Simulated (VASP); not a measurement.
Write an ASE script for VASP 6.6.1 that does the following.

```yaml
Task: relaxation of the atoms
Functional: PBE
Dispersion: D2
Potentials_or_basis: VASP PAW PBE potentials, release 64 (P)
Cutoff: 520 eV
k_mesh: 5 × 4 × 4
Occupations: fermi-dirac, width 0.02 eV
Spin: no spin polarisation
Optimiser: vasp
Further_INCAR_settings: ALGO = Normal; EDIFF = 1.00e-06; IBRION = 2; EDIFFG = -5.00e-03; NSW = 40
```

The system is P.

```
CELL_PARAMETERS angstrom
5.58067 0.00000 0.00000
0.02052 6.46020 0.00000
0.02052 0.75594 6.41582
ATOMIC_POSITIONS crystal
P 0.25889 0.23087 0.48607
P 0.74447 0.52160 0.77737
P 0.75218 0.77123 0.51811
P 0.25484 0.47696 0.22500
P 0.42344 0.70865 0.71193
P 0.56851 0.27771 0.28523
P 0.75191 0.84782 0.84631
P 0.24641 0.15397 0.15122
```

This isn't the form of P at room conditions, which is orthorhombic.

The cell isn't the ideal one: atoms moved at random, drawn with an rms of 0.05 Å.

One way to write it, as run:

run.py

```python
from ase.calculators.vasp import Vasp
from ase.spacegroup import crystal

atoms = crystal(
    ['P', 'P', 'P', 'P', 'P', 'P', 'P', 'P'],
    basis=[[0.258887, 0.230871, 0.486068], [0.744469, 0.521598, 0.777368], [0.752185, 0.77123, 0.518113], [0.254843, 0.476958, 0.224998], [0.423443, 0.708647, 0.711926], [0.568511, 0.277707, 0.285232], [0.751908, 0.847822, 0.846307], [0.246411, 0.153967, 0.151216]],
    spacegroup=1,
    setting=1,
    cellpar=[5.58067091, 6.46023251, 6.46023251, 83.27962889, 89.81798166, 89.81798166],
    primitive_cell=True,
)
calc = Vasp(
    directory='calc',
    xc='pbe',
    pp='PBE',
    setups='recommended',
    prec='Accurate',
    encut=520,
    ediff=1e-06,
    ismear=-1,
    sigma=0.02,
    lreal=False,
    lasph=True,
    nelm=100,
    algo='Normal',
    isif=2,
    lwave=False,
    lcharg=False,
    ivdw=1,
    ibrion=2,
    nsw=40,
    ediffg=-0.005,
    kpts=[5, 4, 4],
    gamma=True,
)
atoms.calc = calc

print('energy (eV):', atoms.get_potential_energy())
print('free energy (eV):', atoms.get_potential_energy(force_consistent=True))
print('forces (eV/A):')
print(atoms.get_forces())
print('stress (eV/A^3, Voigt):', atoms.get_stress())
print('Fermi level (eV):', calc.get_fermi_level())
print('cell (A, degrees):', atoms.cell.cellpar())
print('volume (A^3):', atoms.get_volume())
print('scaled positions:')
print(atoms.get_scaled_positions())
```

Potentials or basis: VASP PAW PBE potentials, release 64 (P).

The run is started by

```sh
$ python run.py
```

Results of the run:

| Property | Result |
| --- | --- |
| Energy gained by relaxing | 11.8 meV/atom |
| Ionic steps | 24 |
| Pressure after relaxing | -0.8 GPa |
| Largest force after relaxing | 0.004 eV/Å |
| Band gap on the k mesh | 2.98 eV, indirect (least direct gap 3.30 eV) |
| Dispersion energy per atom | -0.114 eV |

Caveat: an odd mesh through Γ misses points on the zone boundary, where band edges often lie.

Wall time 18 min on 1 thread of Intel(R) Xeon(R) 6975P-C (Granite Rapids), with other jobs on the host, peak memory 0.4 GiB.
